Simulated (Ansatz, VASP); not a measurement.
# One calculation of Mo, two programs

```
Mo
1.0
    -1.55148    1.55148    1.55148
     1.55148   -1.55148    1.55148
     1.55148    1.55148   -1.55148
Mo
1
Cartesian
  0.0000 0.0000 0.0000
```

Alike in both runs: task single point; functional PBE; k mesh 12 × 12 × 12; occupations fermi-dirac, width 0.05 eV; no spin polarisation.

|  | VASP | Ansatz |
| --- | --- | --- |
| version | VASP 6.6.1 | Ansatz 0.2.0 |
| potentials or method | VASP PAW PBE potentials, release 64 (Mo_sv) | Ansatz PAW soft_1 |
| plane-wave cutoff (eV) | 520 | 420 |
| valence electrons in the cell | 14 | 14 |

Ansatz gave:

| Property | Result |
| --- | --- |
| gap on the k mesh at the Fermi level (eV) | none |
| pressure (GPa) | 16.1 |

Question: Which values does VASP return?

Answer: gap on the k mesh at the Fermi level (eV): none; pressure (GPa): 16.8.

A gap of «none» marks a metal or a gap that the smearing closes.

Caveats: so large a pressure means that the cell lies far from this level's equilibrium, or that cutoff or potentials fall short (VASP).
